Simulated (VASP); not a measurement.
# Ag (Im-3m) in VASP: settings compared

One crystal, Ag, is run at these levels: r2SCAN, r2SCAN+rVV10; tasks: relaxation of cell and atoms.

All numbers are computed with VASP 6.6.1; they aren't measurements. Logs are shortened: lines on timing, memory, paths and dates and some standing lists are left out, and cuts for length are marked.

### Step 1. The crystal as given

Symmetry: Im-3m, No. 229, cubic system. The conventional cell has a = 3.246 Å, b = 3.246 Å, c = 3.246 Å, α = 90.00°, β = 90.00°, γ = 90.00°. Ag (site symmetry m-3m) has 8 Ag at 2.81 Å as nearest neighbours.

This isn't the form of Ag at room conditions, which is fcc.

### Step 2. Relaxation of cell and atoms, r2SCAN

The input, INCAR:

```
PREC = Accurate ; ENCUT = 600
EDIFF = 1E-7 ; ISMEAR = 0
SIGMA = 0.1 ; LREAL = F
LASPH = T ; NELM = 80
ALGO = Normal ; ISIF = 3
LWAVE = F ; LCHARG = F
METAGGA = R2SCAN ; LMIXTAU = T
IBRION = 2 ; NSW = 90
EDIFFG = -0.005
```

The input, KPOINTS:

```
Automatic mesh
0
Gamma
  18 18 18
```

The input, POSCAR:

```
Ag
1.0
   -1.6229757800      1.6229757800      1.6229757800
    1.6229757800     -1.6229757800      1.6229757800
    1.6229757800      1.6229757800     -1.6229757800
Ag
1
Direct
    0.0000000000      0.0000000000      0.0000000000
```

Potentials or basis: VASP PAW PBE potentials, release 64 (Ag).

Run with:

```sh
$ cat potpaw_PBE.64/Ag/POTCAR > POTCAR
$ mpirun -np 1 vasp_std > vasp.out
```

OUTCAR:

```text
PREC = Accurate
   ENCUT = 600
   EDIFF = 1E-7
   ISMEAR = 0
   LREAL = F
   LASPH = T
   NELM = 80
   ISIF = 3
   METAGGA = R2SCAN
   IBRION = 2
   NSW = 90
   EDIFFG = -0.005

 ion  position               nearest neighbor table
   1  0.000  0.000  0.000-

  LATTYP: Found a body centered cubic cell.
 ALAT       =     3.2459515600

  Lattice vectors:

 A1 = (  -1.6229757800,   1.6229757800,   1.6229757800)
 A2 = (   1.6229757800,  -1.6229757800,   1.6229757800)
 A3 = (   1.6229757800,   1.6229757800,  -1.6229757800)

Analysis of symmetry for initial positions (statically):
=====================================================================
 Subroutine PRICEL returns:
 Original cell was already a primitive cell.

 Routine SETGRP: Setting up the symmetry group for a
 body centered cubic supercell.

 Subroutine GETGRP returns: Found 48 space group operations
 (whereof 48 operations were pure point group operations)
 out of a pool of 48 trial point group operations.

The static configuration has the point symmetry O_h .

Analysis of symmetry for dynamics (positions and initial velocities):
=====================================================================
 Subroutine PRICEL returns:
 Original cell was already a primitive cell.

 Routine SETGRP: Setting up the symmetry group for a
 body centered cubic supercell.

 Subroutine GETGRP returns: Found 48 space group operations
 (whereof 48 operations were pure point group operations)
 out of a pool of 48 trial point group operations.

The dynamic configuration has the point symmetry O_h .

 Subroutine INISYM returns: Found 48 space group operations
 (whereof 48 operations are pure point group operations),
 and found     1 'primitive' translations

----------------------------------------------------------------------------------------

                                     Primitive cell

  volume of cell :      17.1000

  direct lattice vectors                    reciprocal lattice vectors
    -1.622975780  1.622975780  1.622975780     0.000000000  0.308076070  0.308076070
     1.622975780 -1.622975780  1.622975780     0.308076070  0.000000000  0.308076070
     1.622975780  1.622975780 -1.622975780     0.308076070  0.308076070  0.000000000

  length of vectors
     2.811076510  2.811076510  2.811076510     0.435685356  0.435685356  0.435685356

  position of ions in fractional coordinates (direct lattice)
     0.000000000  0.000000000  0.000000000

  ion indices of the primitive-cell ions
   primitive index   ion index
                 1           1

----------------------------------------------------------------------------------------

 KPOINTS: Automatic mesh

Automatic generation of k-mesh.
 Grid dimensions read from file:
 generate k-points for:   18   18   18

 Generating k-lattice:

  Cartesian coordinates                     Fractional coordinates (reciprocal lattice)
     0.000000000  0.017115337  0.017115337     0.055555556  0.000000000  0.000000000
     0.017115337  0.000000000  0.017115337     0.000000000  0.055555556  0.000000000
     0.017115337  0.017115337  0.000000000     0.000000000  0.000000000  0.055555556

  Length of vectors
     0.024204742  0.024204742  0.024204742

  Shift w.r.t. Gamma in fractional coordinates (k-lattice)
     0.000000000  0.000000000  0.000000000

 Subroutine IBZKPT returns following result:
 ===========================================

 Found    195 irreducible k-points:

 Following reciprocal coordinates:
            Coordinates               Weight
  0.000000  0.000000  0.000000      1.000000
  0.055556  0.000000  0.000000     12.000000
  0.111111  0.000000  0.000000     12.000000
  0.166667  0.000000  0.000000     12.000000
  0.222222  0.000000  0.000000     12.000000
  0.277778  0.000000  0.000000     12.000000
[... 16 lines left out ...]
  0.333333  0.111111 -0.000000     48.000000
  0.388889  0.111111 -0.000000     48.000000
 [... further k-points ...]
   k-points           NKPTS =    195   k-points in BZ     NKDIM =    195   number of bands    NBANDS=      9
   number of dos      NEDOS =    301   number of ions     NIONS =      1
   total plane-waves  NPLWV =  13824
   dimension x,y,z NGX =    24 NGY =   24 NGZ =   24
   dimension x,y,z NGXF=    48 NGYF=   48 NGZF=   48
   ions per type =               1
   NGX,Y,Z   is equivalent  to a cutoff of  14.19, 14.19, 14.19 a.u.
   NGXF,Y,Z  is equivalent  to a cutoff of  28.39, 28.39, 28.39 a.u.
 SYSTEM =  unknown system
   PREC   = accura    normal or accurate (medium, high low for compatibility)
   ISTART =      0    job   : 0-new  1-cont  2-samecut
   ICHARG =      2    charge: 1-file 2-atom 10-const
   ISPIN  =      1    spin polarized calculation?
   LNONCOLLINEAR =      F non collinear calculations
   LSORBIT =      F    spin-orbit coupling
   LASPH  =      T    aspherical Exc in radial PAW
   ENCUT  =  600.0 eV  44.10 Ry    6.64 a.u.   5.61  5.61  5.61*2*pi/ulx,y,z
   NELM   =     80;   NELMIN=  2; NELMDL= -5     # of ELM steps
   EDIFF  = 0.1E-06   stopping-criterion for ELM
   LREAL  =      F    real-space projection
   EDIFFG = -.5E-02   stopping-criterion for IOM
   NSW    =     90    number of steps for IOM
   IBRION =      2    ionic relax: 0-MD 1-quasi-New 2-CG
   NFREE  =      1    steps in history (QN), initial steepest desc. (CG)
   ISIF   =      3    stress and relaxation
   ISYM   =      2    0-nonsym 1-usesym 2-fastsym
   POTIM  = 0.5000    time-step for ionic-motion
   TEBEG  =    0.0;   TEEND  =   0.0 temperature during run
   PSTRESS=    0.0 pullay stress
   NELECT =      11.0000    total number of electrons
   NUPDOWN=      -1.0000    fix difference up-down
   EMIN   =  10.00;   EMAX   =-10.00  energy-range for DOS
   EFERMI =   0.00;   METHOD = LEGACY
   ISMEAR =     0;   SIGMA  =   0.10  broadening in eV -4-tet -1-fermi 0-gaus
   EFERMI_NEDOS =   21; number of points for ismear=-14 and -15
   IALGO  =     38    algorithm
   IMIX   =      4    mixing-type and parameters
     AMIX     =   0.40;   BMIX     =  1.00
     AMIX_MAG =   1.60;   BMIX_MAG =  1.00
  volume/ion in A,a.u.               =      17.10       115.40
  Fermi-wavevector in a.u.,A,eV,Ry     =   1.413211  2.670582 27.173086  1.997165
  Thomas-Fermi vector in A             =   2.534880
   LORBIT       =      0    0 simple, 1 ext, 2 COOP (PROOUT), +10 PAW based schemes
   METAGGA = R2SCAN    functional components
   LHFCALC =     F    Hartree Fock is set to
   AEXX    =    0.0000 exact exchange contribution
   IVDW    =     0    specifies the selected vdW correction
   LEPSILON=     F    determine dielectric tensor
   LRPA    =     F    only Hartree local field effects (RPA)
 conjugate gradient relaxation of ions
 non-spin polarized calculation
 Gauss-broadening in eV      SIGMA  =   0.10
  energy-cutoff  :      600.00
  volume of cell :       17.10
 maximum number of plane-waves:       603
   NGX = 11   NGY = 11   NGZ = 11

--------------------------------------- Ionic step        1  -------------------------------------------

 number of electron      11.0000000 magnetization

 Free energy of the ion-electron system (eV)
  ---------------------------------------------------
  ext. energy  EPLUGINS =         0.00000000
  ---------------------------------------------------
  free energy    TOTEN  =       -21.31727351 eV

  energy without entropy =      -21.31479725  energy(sigma->0) =      -21.31603538

------------------------ aborting loop because EDIFF is reached ----------------------------------------

  FORCE on cell =-STRESS in cart. coord.  units (eV):
  Direction    XX          YY          ZZ          XY          YZ          ZX
  --------------------------------------------------------------------------------------
  -------------------------------------------------------------------------------------
  Total        0.2502217      0.2502217      0.2502217      0.0000000      0.0000000     -0.0000000
  in kB       23.4444165     23.4444165     23.4444165      0.0000000      0.0000000     -0.0000000
  external PRESSURE =      23.4444165 kB  Pullay stress =       0.0000000 kB
[... 55 lines left out ...]
  energy  without entropy=      -21.3168972418  energy(sigma->0) =      -21.31786112

--------------------------------------- Ionic step        3  -------------------------------------------

 number of electron      11.0000003 magnetization

 Free energy of the ion-electron system (eV)
  ---------------------------------------------------
  ext. energy  EPLUGINS =         0.00000000
  ---------------------------------------------------
  free energy    TOTEN  =       -21.31991281 eV

  energy without entropy =      -21.31777443  energy(sigma->0) =      -21.31884362

 E-fermi :   8.1323     XC(G=0): -12.7934

 val. band max:        8.1271124722   @ k =  -0.3889   0.4444   0.1111
 cond. band min:       8.1708367739   @ k =   0.5000   0.0000   0.0000
 fundamental gap:      0.0437243017
 Fermi energy:         8.1323293019

 k-point     1 :       0.0000    0.0000    0.0000
  band No.  band energies     occupation
      1       0.3372      2.00000
      2       2.9361      2.00000
      3       2.9361      2.00000
      4       2.9361      2.00000
      5       4.2390      2.00000
      6       4.2390      2.00000
      7      26.7283      0.00000
      8      26.7284      0.00000
      9      26.7284      0.00000
[... 265 lines left out ...]
 k-point    24 :       0.3889    0.1111   -0.0000
  band No.  band energies     occupation
      1       1.7182      2.00000
      2       2.2608      2.00000
      3       4.0859      2.00000
      4       4.1853      2.00000
      5       4.8141      2.00000
      6       8.2744      0.04459
      7      13.2373      0.00000
      8      20.4709      0.00000
      9      22.6770      0.00000

 [... further k-points ...]

------------------------ aborting loop because EDIFF is reached ----------------------------------------

  FORCE on cell =-STRESS in cart. coord.  units (eV):
  Direction    XX          YY          ZZ          XY          YZ          ZX
  --------------------------------------------------------------------------------------
  -------------------------------------------------------------------------------------
  Total        0.0025704      0.0025704      0.0025704      0.0000000      0.0000000      0.0000000
  in kB        0.2356794      0.2356794      0.2356794      0.0000000      0.0000000      0.0000000
  external PRESSURE =       0.2356794 kB  Pullay stress =       0.0000000 kB
[... 16 lines left out ...]
  FREE ENERGIE OF THE ION-ELECTRON SYSTEM (eV)
  ---------------------------------------------------
  free  energy   TOTEN  =       -21.3199128054 eV

  energy  without entropy=      -21.3177744339  energy(sigma->0) =      -21.31884362

 reached required accuracy - stopping structural energy minimisation
```

Wall time 1.7 min (1 thread of Intel Xeon 6975P-C (Granite Rapids), shared host); peak memory 0.18 GiB.

What came out:

```yaml
Free_energy: -21.3199 eV
Relaxed_volume: 17.47 Å³/atom
Relaxed_cell: a = 2.831 Å, b = 2.831 Å, c = 2.831 Å, α = 109.47°, β = 109.47°, γ = 109.47°
Space_group_after_relaxing_to_0.05_Å: Im-3m (No. 229)
Energy_gained_by_relaxing: 2.6 meV/atom
Ionic_steps: 3
Pressure_after_relaxing: 0.0 GPa
Band_gap_on_the_k_mesh: none (metal or under the smearing width)
```

The path:
| step | energy change (eV) | largest force (eV/Å) | pressure (GPa) | volume (Å³) |
| --- | --- | --- | --- | --- |
| 1 | 0.0000 | 0.0000 | 2.34 | 17.10 |
| 2 | -0.0016 | 0.0000 | -1.36 | 17.73 |
| 3 | -0.0026 | 0.0000 | 0.02 | 17.47 |

Final structure:
```
CELL_PARAMETERS angstrom
-1.63472 1.63472 1.63472
1.63472 -1.63472 1.63472
1.63472 1.63472 -1.63472
ATOMIC_POSITIONS crystal
Ag 0.00000 0.00000 0.00000
```

Levels at points of the mesh, in eV from the Fermi level:
```csv
k point,band 2,band 3,band 4,band 5,band 6,band 7,band 8,band 9
"(0.00, 0.00, 0.00)",-5.20,-5.20,-5.20,-3.89,-3.89,18.60,18.60,18.60
"(0.50, 0.00, 0.00)",-5.96,-3.95,-3.78,-2.90,0.04,4.12,13.79,14.86
"(0.50, 0.50, 0.50)",-6.60,-3.14,-3.14,-3.14,7.15,7.15,7.15,12.95
```

Caveat: the PAW data sets were made with another functional, which shifts forces and pressure a little.

### Step 3. Relaxation of cell and atoms, r2SCAN+rVV10

Edit INCAR of step 2 so:

```diff
@@ -7,2 +7,4 @@
 METAGGA = R2SCAN ; LMIXTAU = T
+LUSE_VDW = T ; IVDW_NL = 2
+BPARAM = 11.95 ; CPARAM = 0.0093
 IBRION = 2 ; NSW = 90
```

KPOINTS is that of step 2.

POSCAR is that of step 2.

Potentials or basis: VASP PAW PBE potentials, release 64 (Ag).

Run with:

```sh
$ cat potpaw_PBE.64/Ag/POTCAR > POTCAR
$ mpirun -np 1 vasp_std > vasp.out
```

OUTCAR:

```text
PREC = Accurate
   ENCUT = 600
   EDIFF = 1E-7
   ISMEAR = 0
   LREAL = F
   LASPH = T
   NELM = 80
   ISIF = 3
   METAGGA = R2SCAN
   IVDW_NL = 2
   BPARAM = 11.95
   IBRION = 2
   NSW = 90
   EDIFFG = -0.005

 ion  position               nearest neighbor table
   1  0.000  0.000  0.000-

  LATTYP: Found a body centered cubic cell.
 ALAT       =     3.2459515600

  Lattice vectors:

 A1 = (  -1.6229757800,   1.6229757800,   1.6229757800)
 A2 = (   1.6229757800,  -1.6229757800,   1.6229757800)
 A3 = (   1.6229757800,   1.6229757800,  -1.6229757800)

Analysis of symmetry for initial positions (statically):
=====================================================================
 Subroutine PRICEL returns:
 Original cell was already a primitive cell.

 Routine SETGRP: Setting up the symmetry group for a
 body centered cubic supercell.

 Subroutine GETGRP returns: Found 48 space group operations
 (whereof 48 operations were pure point group operations)
 out of a pool of 48 trial point group operations.

The static configuration has the point symmetry O_h .

Analysis of symmetry for dynamics (positions and initial velocities):
=====================================================================
[... 170 lines left out ...]
  external PRESSURE =       4.5014036 kB  Pullay stress =       0.0000000 kB
[... 57 lines left out ...]
--------------------------------------- Ionic step        3  -------------------------------------------

 number of electron      11.0000000 magnetization

 Free energy of the ion-electron system (eV)
  ---------------------------------------------------
  ext. energy  EPLUGINS =         0.00000000
  ---------------------------------------------------
  free energy    TOTEN  =       -20.99580880 eV

  energy without entropy =      -20.99329891  energy(sigma->0) =      -20.99455386

 E-fermi :   8.3363     XC(G=0): -12.9578

 val. band max:        8.3325827394   @ k =  -0.3889   0.4444   0.1111
 cond. band min:       8.3718959999   @ k =   0.4444   0.0556   0.0000
 fundamental gap:      0.0393132606
 Fermi energy:         8.3363253566

 k-point     1 :       0.0000    0.0000    0.0000
  band No.  band energies     occupation
      1       0.4002      2.00000
      2       3.1003      2.00000
      3       3.1003      2.00000
      4       3.1003      2.00000
      5       4.4448      2.00000
      6       4.4448      2.00000
      7      27.0020      0.00000
      8      27.0020      0.00000
      9      27.0020      0.00000
[... 265 lines left out ...]
 k-point    24 :       0.3889    0.1111   -0.0000
  band No.  band energies     occupation
      1       1.8314      2.00000
      2       2.3994      2.00000
      3       4.2824      2.00000
      4       4.3889      2.00000
      5       5.0340      2.00000
      6       8.4683      0.06193
      7      13.5541      0.00000
      8      20.7985      0.00000
      9      23.0230      0.00000

 [... further k-points ...]

------------------------ aborting loop because EDIFF is reached ----------------------------------------

  FORCE on cell =-STRESS in cart. coord.  units (eV):
  Direction    XX          YY          ZZ          XY          YZ          ZX
  --------------------------------------------------------------------------------------
  -------------------------------------------------------------------------------------
  Total        0.0027701      0.0027701      0.0027701      0.0000000      0.0000000      0.0000000
  in kB        0.2586005      0.2586005      0.2586005      0.0000000      0.0000000      0.0000000
  external PRESSURE =       0.2586005 kB  Pullay stress =       0.0000000 kB
[... 16 lines left out ...]
  FREE ENERGIE OF THE ION-ELECTRON SYSTEM (eV)
  ---------------------------------------------------
  free  energy   TOTEN  =       -20.9958087974 eV

  energy  without entropy=      -20.9932989145  energy(sigma->0) =      -20.99455386

 reached required accuracy - stopping structural energy minimisation
```

CONTCAR:

```text
Ag
   1.00000000000000
    -1.6249409493765801    1.6249409493765801    1.6249409493765801
     1.6249409493765801   -1.6249409493765801    1.6249409493765801
     1.6249409493765801    1.6249409493765801   -1.6249409493765801
  Ag
     1
Direct
     0.0000000000000000    0.0000000000000000    0.0000000000000000

  0.00000000E+00  0.00000000E+00  0.00000000E+00
```

It took 2.2 min on 1 thread of Intel Xeon 6975P-C (Granite Rapids), shared host; peak memory 0.26 GiB.

What came out:

```yaml
Free_energy: -20.9958 eV
Relaxed_volume: 17.16 Å³/atom
Relaxed_cell: a = 2.814 Å, b = 2.814 Å, c = 2.814 Å, α = 109.47°, β = 109.47°, γ = 109.47°
Space_group_after_relaxing_to_0.05_Å: Im-3m (No. 229)
Energy_gained_by_relaxing: 0.1 meV/atom
Ionic_steps: 3
Pressure_after_relaxing: 0.0 GPa
Band_gap_on_the_k_mesh: none (metal or under the smearing width)
```

Final structure:
```yaml
crystal:
  lattice:
    - [-1.62494, 1.62494, 1.62494]
    - [1.62494, -1.62494, 1.62494]
    - [1.62494, 1.62494, -1.62494]
  atoms:
    - { symbol: Ag, position: [0.00000, 0.00000, 0.00000] }
```

Caveat: the PAW data sets were made with another functional, which shifts forces and pressure a little.
